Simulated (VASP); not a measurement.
# CdGeAs2 (I-42d) in VASP: notebook

One crystal, CdGeAs2, is run at these levels: PBE, PBEsol, r2SCAN, TB-mBJ; tasks: band structure.

All numbers are computed with VASP 6.6.1; they aren't measurements. Logs are shortened: lines on timing, memory, paths and dates and some standing lists are left out, and cuts for length are marked.

**What was measured.**

From a printed reference work, data compilation, original work of 1975, for a bulk crystal of CdGeAs2 at 300 K: band gap 0.57 eV (direct).

How close the calculation comes is told below.

## (1) Starting point

Symmetry: I-42d, No. 122, tetragonal system. Conventional cell: a = 5.978 Å, b = 5.978 Å, c = 11.329 Å, α = 90.00°, β = 90.00°, γ = 90.00°. Cd (site symmetry -4) has 4 As at 2.65 Å as nearest neighbours. As (site symmetry 2) has 2 Ge at 2.45 Å and 2 Cd at 2.65 Å as nearest neighbours. Ge (site symmetry -4) has 4 As at 2.45 Å as nearest neighbours.

The cell is a database's computed one.

## (2) Band structure, PBE

INCAR

```
  PREC = Accurate
  ENCUT = 520
  EDIFF = 1E-6
  ISMEAR = 0
  SIGMA = 0.02
  LREAL = F
  LASPH = T
  NELM = 60
  ALGO = Fast
  ISIF = 2
  LWAVE = F
  LCHARG = F
  GGA = PE
  NBANDS = 46
  KPAR = 2
```

KPOINTS

```
regular mesh
0
Gamma
  6 6 6
```

POSCAR

```
CdGeAs2
1.0
   -2.9888745628      2.9888745628      5.6642966801
    2.9888745628     -2.9888745628      5.6642966801
    2.9888745628      2.9888745628     -5.6642966801
Cd As Ge
2 4 2
Direct
    0.5000000000      0.5000000000      0.0000000000
    0.2500000000      0.7500000000      0.5000000000
    0.0962175700      0.1250000000      0.4712175700
    0.3750000000      0.9037824300      0.0287824300
    0.6537824300      0.6250000000      0.5287824300
    0.8750000000      0.3462175700      0.9712175700
    0.7500000000      0.2500000000      0.5000000000
    0.0000000000      0.0000000000      0.0000000000
```

KPOINTS_OPT

```
path GXYSGZS1NPY1Z,XP
15
line-mode
reciprocal
 0.0000000000  0.0000000000  0.0000000000  G
 0.0000000000  0.0000000000  0.5000000000  X

 0.0000000000  0.0000000000  0.5000000000  X
-0.1392173611  0.1392173611  0.5000000000  Y

-0.1392173611  0.1392173611  0.5000000000  Y
-0.3196086806  0.3196086806  0.3196086806  S

-0.3196086806  0.3196086806  0.3196086806  S
 0.0000000000  0.0000000000  0.0000000000  G

 0.0000000000  0.0000000000  0.0000000000  G
 0.5000000000  0.5000000000 -0.5000000000  Z

 0.5000000000  0.5000000000 -0.5000000000  Z
 0.3196086806  0.6803913194 -0.3196086806  S1

 0.3196086806  0.6803913194 -0.3196086806  S1
 0.0000000000  0.5000000000  0.0000000000  N

 0.0000000000  0.5000000000  0.0000000000  N
 0.2500000000  0.2500000000  0.2500000000  P

 0.2500000000  0.2500000000  0.2500000000  P
 0.5000000000  0.5000000000 -0.1392173611  Y1

 0.5000000000  0.5000000000 -0.1392173611  Y1
 0.5000000000  0.5000000000 -0.5000000000  Z

 0.0000000000  0.0000000000  0.5000000000  X
 0.2500000000  0.2500000000  0.2500000000  P
```

Potentials or basis: VASP PAW PBE potentials, release 64 (Cd, As, Ge_d).

Started as:

```
$ cat potpaw_PBE.64/Cd/POTCAR potpaw_PBE.64/As/POTCAR potpaw_PBE.64/Ge_d/POTCAR > POTCAR
$ mpirun -np 2 vasp_std > vasp.out
```

OUTCAR:

```text
PREC = Accurate
   ENCUT = 520
   EDIFF = 1E-6
   ISMEAR = 0
   LREAL = F
   LASPH = T
   NELM = 60
   ISIF = 2
   GGA = PE

 ion  position               nearest neighbor table
   1  0.500  0.500  0.000-   5 2.65   4 2.65   6 2.65   3 2.65
   2  0.250  0.750  0.500-   4 2.65   3 2.65   5 2.65   6 2.65
   3  0.096  0.125  0.471-   7 2.45   8 2.45   1 2.65   2 2.65
   4  0.375  0.904  0.029-   7 2.45   8 2.45   1 2.65   2 2.65
   5  0.654  0.625  0.529-   8 2.45   7 2.45   2 2.65   1 2.65
   6  0.875  0.346  0.971-   7 2.45   8 2.45   2 2.65   1 2.65
   7  0.750  0.250  0.500-   4 2.45   3 2.45   5 2.45   6 2.45
   8  0.000  0.000  0.000-   5 2.45   4 2.45   3 2.45   6 2.45

  LATTYP: Found a body centered tetragonal cell.
 ALAT       =     5.9777491256
 C/A-ratio  =     1.8951269319

  Lattice vectors:

 A1 = (  -2.9888745628,   2.9888745628,   5.6642966801)
 A2 = (   2.9888745628,  -2.9888745628,   5.6642966801)
 A3 = (   2.9888745628,   2.9888745628,  -5.6642966801)

Analysis of symmetry for initial positions (statically):
=====================================================================
 Subroutine PRICEL returns:
 Original cell was already a primitive cell.

 Routine SETGRP: Setting up the symmetry group for a
 body centered tetragonal supercell.

 Subroutine GETGRP returns: Found  8 space group operations
 (whereof  4 operations were pure point group operations)
 out of a pool of 16 trial point group operations.

The static configuration has the point symmetry S_4 .
 The point group associated with its full space group is D_2d.

Analysis of symmetry for dynamics (positions and initial velocities):
=====================================================================
 Subroutine PRICEL returns:
 Original cell was already a primitive cell.

 Routine SETGRP: Setting up the symmetry group for a
 body centered tetragonal supercell.

 Subroutine GETGRP returns: Found  8 space group operations
 (whereof  4 operations were pure point group operations)
 out of a pool of 16 trial point group operations.

The dynamic configuration has the point symmetry S_4 .
 The point group associated with its full space group is D_2d.

 Subroutine INISYM returns: Found  8 space group operations
 (whereof  4 operations are pure point group operations),
 and found     1 'primitive' translations

----------------------------------------------------------------------------------------

                                     Primitive cell

  volume of cell :     202.4051

  direct lattice vectors                    reciprocal lattice vectors
    -2.988874563  2.988874563  5.664296680     0.000000000  0.167287047  0.088272212
     2.988874563 -2.988874563  5.664296680     0.167287047  0.000000000  0.088272212
     2.988874563  2.988874563 -5.664296680     0.167287047  0.167287047  0.000000000

  length of vectors
     7.067602082  7.067602082  7.067602082     0.189147931  0.189147931  0.236579611

  position of ions in fractional coordinates (direct lattice)
     0.500000000  0.500000000  0.000000000
     0.250000000  0.750000000  0.500000000
     0.096217570  0.125000000  0.471217570
     0.375000000  0.903782430  0.028782430
     0.653782430  0.625000000  0.528782430
     0.875000000  0.346217570  0.971217570
     0.750000000  0.250000000  0.500000000
     0.000000000  0.000000000  0.000000000

  ion indices of the primitive-cell ions
   primitive index   ion index
                 1           1
                 2           2
                 3           3
                 4           4
                 5           5
                 6           6
                 7           7
                 8           8

----------------------------------------------------------------------------------------

 KPOINTS: regular mesh

Automatic generation of k-mesh.
 Grid dimensions read from file:
 generate k-points for:    6    6    6

 Generating k-lattice:

  Cartesian coordinates                     Fractional coordinates (reciprocal lattice)
     0.000000000  0.027881175  0.014712035     0.166666667  0.000000000  0.000000000
     0.027881175  0.000000000  0.014712035     0.000000000  0.166666667  0.000000000
     0.027881175  0.027881175  0.000000000     0.000000000  0.000000000  0.166666667

  Length of vectors
     0.031524655  0.031524655  0.039429935

  Shift w.r.t. Gamma in fractional coordinates (k-lattice)
     0.000000000  0.000000000  0.000000000

 Subroutine IBZKPT returns following result:
 ===========================================

 Found     30 irreducible k-points:

 Following reciprocal coordinates:
            Coordinates               Weight
  0.000000  0.000000  0.000000      1.000000
  0.166667 -0.000000  0.000000      8.000000
  0.333333 -0.000000  0.000000      8.000000
  0.500000 -0.000000  0.000000      4.000000
  0.166667  0.166667  0.000000      8.000000
  0.333333  0.166667  0.000000     16.000000
[... 16 lines left out ...]
 -0.333333 -0.333333  0.166667      8.000000
 -0.166667 -0.333333  0.166667      8.000000
 [... further k-points ...]
   k-points           NKPTS =     30   k-points in BZ     NKDIM =     30   number of bands    NBANDS=     46
   number of dos      NEDOS =    301   number of ions     NIONS =      8
   total plane-waves  NPLWV = 157464
   dimension x,y,z NGX =    54 NGY =   54 NGZ =   54
   dimension x,y,z NGXF=   108 NGYF=  108 NGZF=  108
   ions per type =               2   4   2
   NGX,Y,Z   is equivalent  to a cutoff of  12.70, 12.70, 12.70 a.u.
   NGXF,Y,Z  is equivalent  to a cutoff of  25.40, 25.40, 25.40 a.u.
 SYSTEM =  unknown system
   PREC   = accura    normal or accurate (medium, high low for compatibility)
   ISTART =      0    job   : 0-new  1-cont  2-samecut
   ICHARG =      2    charge: 1-file 2-atom 10-const
   ISPIN  =      1    spin polarized calculation?
   LNONCOLLINEAR =      F non collinear calculations
   LSORBIT =      F    spin-orbit coupling
   LASPH  =      T    aspherical Exc in radial PAW
   ENCUT  =  520.0 eV  38.22 Ry    6.18 a.u.  13.14 13.14 13.14*2*pi/ulx,y,z
   NELM   =     60;   NELMIN=  2; NELMDL= -5     # of ELM steps
   EDIFF  = 0.1E-05   stopping-criterion for ELM
   LREAL  =      F    real-space projection
   EDIFFG = 0.1E-04   stopping-criterion for IOM
   NSW    =      0    number of steps for IOM
   IBRION =     -1    ionic relax: 0-MD 1-quasi-New 2-CG
   NFREE  =      0    steps in history (QN), initial steepest desc. (CG)
   ISIF   =      2    stress and relaxation
   ISYM   =      2    0-nonsym 1-usesym 2-fastsym
   POTIM  = 0.5000    time-step for ionic-motion
   TEBEG  =    0.0;   TEEND  =   0.0 temperature during run
   PSTRESS=    0.0 pullay stress
   NELECT =      72.0000    total number of electrons
   NUPDOWN=      -1.0000    fix difference up-down
   EMIN   =  10.00;   EMAX   =-10.00  energy-range for DOS
   EFERMI =   0.00;   METHOD = LEGACY
   ISMEAR =     0;   SIGMA  =   0.02  broadening in eV -4-tet -1-fermi 0-gaus
   EFERMI_NEDOS =   21; number of points for ismear=-14 and -15
   IALGO  =     68    algorithm
   IMIX   =      4    mixing-type and parameters
     AMIX     =   0.40;   BMIX     =  1.00
     AMIX_MAG =   1.60;   BMIX_MAG =  1.00
  volume/ion in A,a.u.               =      25.30       170.74
  Fermi-wavevector in a.u.,A,eV,Ry     =   1.159966  2.192018 18.306922  1.345521
  Thomas-Fermi vector in A             =   2.296553
   LORBIT       =      0    0 simple, 1 ext, 2 COOP (PROOUT), +10 PAW based schemes
   GGA     = PE    functional components
   LHFCALC =     F    Hartree Fock is set to
   AEXX    =    0.0000 exact exchange contribution
   IVDW    =     0    specifies the selected vdW correction
   LEPSILON=     F    determine dielectric tensor
   LRPA    =     F    only Hartree local field effects (RPA)
 non-spin polarized calculation
 RMM-DIIS sequential band-by-band and
 Gauss-broadening in eV      SIGMA  =   0.02
  energy-cutoff  :      520.00
  volume of cell :      202.41
 maximum number of plane-waves:      5476
 NGX is ok and might be reduce to    54
   NGX = 27   NGY = 27   NGZ = 27

 number of electron      72.0000010 magnetization

 Free energy of the ion-electron system (eV)
  ---------------------------------------------------
  ext. energy  EPLUGINS =         0.00000000
  ---------------------------------------------------
  free energy    TOTEN  =       -29.90136587 eV

  energy without entropy =      -29.90136587  energy(sigma->0) =      -29.90136587

 E-fermi :   2.9447     XC(G=0):  -9.3133

 val. band max:        2.8463398796   @ k =   0.1667  -0.0000   0.0000
 cond. band min:       3.0353152034   @ k =   0.0000   0.0000   0.0000
 fundamental gap:      0.1889753238
 Fermi energy:         2.9446575028

 k-point     1 :       0.0000    0.0000    0.0000
  band No.  band energies     occupation
      1     -21.9224      2.00000
      2     -21.9223      2.00000
      3     -21.9223      2.00000
      4     -21.9184      2.00000
      5     -21.9154      2.00000
      6     -21.9154      2.00000
[... 38 lines left out ...]
     45       7.8323      0.00000
     46       7.8323      0.00000

 k-point     2 :       0.1667   -0.0000    0.0000
  band No.  band energies     occupation
      1     -21.9225      2.00000
      2     -21.9222      2.00000
      3     -21.9220      2.00000
      4     -21.9185      2.00000
      5     -21.9158      2.00000
      6     -21.9153      2.00000
[... 38 lines left out ...]
     45       7.6932      0.00000
     46       8.0119      0.00000

 k-point     3 :       0.3333   -0.0000    0.0000
  band No.  band energies     occupation
      1     -21.9226      2.00000
      2     -21.9221      2.00000
      3     -21.9213      2.00000
      4     -21.9184      2.00000
      5     -21.9168      2.00000
      6     -21.9151      2.00000
[... 1018 lines left out ...]
     45       7.7352      0.00000
     46       8.1484      0.00000

 k-point    24 :      -0.1667   -0.3333    0.1667
  band No.  band energies     occupation
      1     -21.9226      2.00000
      2     -21.9224      2.00000
      3     -21.9217      2.00000
      4     -21.9189      2.00000
      5     -21.9155      2.00000
      6     -21.9151      2.00000
[... 38 lines left out ...]
     45       7.3436      0.00000
     46       7.8489      0.00000

 [... further k-points ...]
[... 5 lines left out ...]
  --------------------------------------------------------------------------------------
  -------------------------------------------------------------------------------------
  Total        3.0726940      3.0726940      2.9165128      0.0000000      0.0000000      0.0000000
  in kB       24.3225179     24.3225179     23.0862350      0.0000000      0.0000000      0.0000000
  external PRESSURE =      23.9104236 kB  Pullay stress =       0.0000000 kB

 VOLUME and BASIS-vectors are now :
 -----------------------------------------------------------------------------
  energy-cutoff  :      520.00
  volume of cell :      202.41
      direct lattice vectors                 reciprocal lattice vectors
    -2.988874563  2.988874563  5.664296680     0.000000000  0.167287047  0.088272212
     2.988874563 -2.988874563  5.664296680     0.167287047  0.000000000  0.088272212
     2.988874563  2.988874563 -5.664296680     0.167287047  0.167287047  0.000000000

 POSITION                                       TOTAL-FORCE (eV/Angst)
 -----------------------------------------------------------------------------------
      0.00000      0.00000      5.66430        -0.000000     -0.000000      0.000000
      2.98887     -0.00000      2.83215        -0.000000     -0.000000      0.000000
      1.49444      1.32238     -1.41607        -0.000000      0.134196     -0.000000
      1.66649     -1.49444      7.08037        -0.134196     -0.000000     -0.000000
      1.49444      1.66649      4.24822        -0.000000     -0.134196     -0.000000
      1.32238      4.48331      1.41607         0.134196     -0.000000     -0.000000
     -0.00000      2.98887      2.83215        -0.000000     -0.000000     -0.000000
      0.00000      0.00000      0.00000        -0.000000     -0.000000     -0.000000
 -----------------------------------------------------------------------------------
    total drift:                               -0.000002     -0.000002     -0.000000

  FREE ENERGIE OF THE ION-ELECTRON SYSTEM (eV)
  ---------------------------------------------------
  free  energy   TOTEN  =       -29.9013658732 eV

  energy  without entropy=      -29.9013658732  energy(sigma->0) =      -29.90136587
```

Wall time 7.3 min (2 MPI ranks of Intel Xeon 6975P-C (Granite Rapids), shared host); peak memory 0.56 GiB.

What came out:

```
Free energy             : -29.9014 eV
Pressure                : 2.4 GPa
Largest force           : 0.134 eV/Å
Band gap on the k mesh  : 0.19 eV, indirect (least direct gap 0.21 eV)
Band gap along the path : 0.02 eV, indirect (least direct gap 0.12 eV)
```

Forces on the atoms (eV/Å):
```
Cd   0.000  0.000  0.000
Cd   0.000  0.000  0.000
As   0.000  0.134  0.000
As  -0.134  0.000  0.000
As   0.000 -0.134  0.000
As   0.134  0.000  0.000
Ge   0.000  0.000  0.000
Ge   0.000  0.000  0.000
```

Stress tensor (GPa, compression positive):
```
2.43 0.00 0.00
0.00 2.43 0.00
0.00 0.00 2.31
```

Levels at the corners of the path, in eV from the valence-band top:
```tsv
point	band 34	band 35	band 36	band 37	band 38	band 39
Γ	-0.27	-0.19	-0.19	0.02	1.29	1.69
X	-1.12	-0.63	-0.63	0.63	0.63	2.40
X	-1.12	-0.63	-0.63	0.63	0.63	2.40
Y	-1.22	-0.95	-0.95	1.03	1.03	2.86
Y	-1.22	-0.95	-0.95	1.03	1.03	2.86
S	-1.80	-1.05	-0.54	1.37	1.93	2.06
S	-1.80	-1.05	-0.54	1.37	1.93	2.06
Γ	-0.27	-0.19	-0.19	0.02	1.29	1.69
Γ	-0.27	-0.19	-0.19	0.02	1.29	1.69
Z	-1.89	-1.03	-1.03	1.36	1.36	1.60
Z	-1.89	-1.03	-1.03	1.36	1.36	1.60
S1	-1.80	-1.05	-0.54	1.37	1.93	2.06
S1	-1.80	-1.05	-0.54	1.37	1.93	2.06
N	-1.57	-1.29	-0.71	1.72	1.97	2.61
N	-1.57	-1.29	-0.71	1.72	1.97	2.61
P	-1.06	-1.02	-1.02	1.35	1.35	1.97
P	-1.06	-1.02	-1.02	1.35	1.35	1.97
Y1	-1.22	-0.95	-0.95	1.03	1.03	2.86
Y1	-1.22	-0.95	-0.95	1.03	1.03	2.86
Z	-1.89	-1.03	-1.03	1.36	1.36	1.60
X	-1.12	-0.63	-0.63	0.63	0.63	2.40
P	-1.06	-1.02	-1.02	1.35	1.35	1.97
```

Caveat: the mesh misses the band edges, which the band path finds closer together.

## (3) Band structure, PBEsol

INCAR: that of step 2 with these lines changed.

```diff
@@ -12,3 +12,3 @@
   LCHARG = F
-  GGA = PE
+  GGA = PS
   NBANDS = 46
```

KPOINTS is that of step 2.

POSCAR is that of step 2.

KPOINTS_OPT is that of step 2.

Potentials or basis: VASP PAW PBE potentials, release 64 (Cd, As, Ge_d).

Started as:

```
$ cat potpaw_PBE.64/Cd/POTCAR potpaw_PBE.64/As/POTCAR potpaw_PBE.64/Ge_d/POTCAR > POTCAR
$ mpirun -np 2 vasp_std > vasp.out
```

Run time: 8.4 min. Hardware: 2 MPI ranks of Intel Xeon 6975P-C (Granite Rapids), shared host; peak memory 0.56 GiB.

The run converged. Its results:

| Item | Value |
| --- | --- |
| Free energy | -33.1210 eV |
| Pressure | -0.5 GPa |
| Largest force | 0.170 eV/Å |
| Band gap on the k mesh | 0.19 eV, indirect (least direct gap 0.21 eV) |
| Band gap along the path | 0.02 eV, indirect (least direct gap 0.09 eV) |

Forces on the atoms (eV/Å):
```
Cd   0.000  0.000  0.000
Cd   0.000  0.000  0.000
As   0.000  0.170  0.000
As  -0.170  0.000  0.000
As   0.000 -0.170  0.000
As   0.170  0.000  0.000
Ge   0.000  0.000  0.000
Ge   0.000  0.000  0.000
```

Levels at the corners of the path, in eV from the valence-band top:
```
point  band 32  band 33  band 34  band 35  band 36  band 37  band 38  band 39  band 40  band 41
    Γ    -2.19    -2.19    -0.33    -0.19    -0.19     0.02     1.20     1.62     2.81     2.81
    X    -1.85    -1.13    -1.13    -0.63    -0.63     0.57     0.57     2.35     2.35     3.71
    X    -1.85    -1.13    -1.13    -0.63    -0.63     0.57     0.57     2.35     2.35     3.71
    Y    -2.19    -1.23    -1.23    -0.96    -0.96     0.98     0.98     2.81     2.81     3.29
    Y    -2.19    -1.23    -1.23    -0.96    -0.96     0.98     0.98     2.81     2.81     3.29
    S    -2.72    -2.11    -1.82    -1.06    -0.55     1.31     1.89     2.00     2.62     3.55
    S    -2.72    -2.11    -1.82    -1.06    -0.55     1.31     1.89     2.00     2.62     3.55
    Γ    -2.19    -2.19    -0.33    -0.19    -0.19     0.02     1.20     1.62     2.81     2.81
    Γ    -2.19    -2.19    -0.33    -0.19    -0.19     0.02     1.20     1.62     2.81     2.81
    Z    -2.34    -1.91    -1.91    -1.04    -1.04     1.29     1.29     1.51     1.51     2.57
    Z    -2.34    -1.91    -1.91    -1.04    -1.04     1.29     1.29     1.51     1.51     2.57
   S1    -2.72    -2.11    -1.82    -1.06    -0.55     1.31     1.89     2.00     2.62     3.55
   S1    -2.72    -2.11    -1.82    -1.06    -0.55     1.31     1.89     2.00     2.62     3.55
    N    -2.68    -2.16    -1.59    -1.30    -0.73     1.70     1.93     2.56     3.30     3.74
    N    -2.68    -2.16    -1.59    -1.30    -0.73     1.70     1.93     2.56     3.30     3.74
    P    -2.29    -1.07    -1.07    -1.03    -1.03     1.31     1.31     1.91     1.91     3.78
    P    -2.29    -1.07    -1.07    -1.03    -1.03     1.31     1.31     1.91     1.91     3.78
   Y1    -2.19    -1.23    -1.23    -0.96    -0.96     0.98     0.98     2.81     2.81     3.29
   Y1    -2.19    -1.23    -1.23    -0.96    -0.96     0.98     0.98     2.81     2.81     3.29
    Z    -2.34    -1.91    -1.91    -1.04    -1.04     1.29     1.29     1.51     1.51     2.57
    X    -1.85    -1.13    -1.13    -0.63    -0.63     0.57     0.57     2.35     2.35     3.71
    P    -2.29    -1.07    -1.07    -1.03    -1.03     1.31     1.31     1.91     1.91     3.78
```

Caveat: the PAW data sets were made with another functional, which shifts forces and pressure a little; the mesh misses the band edges, which the band path finds closer together.

(Continued in part 2 of 2.)
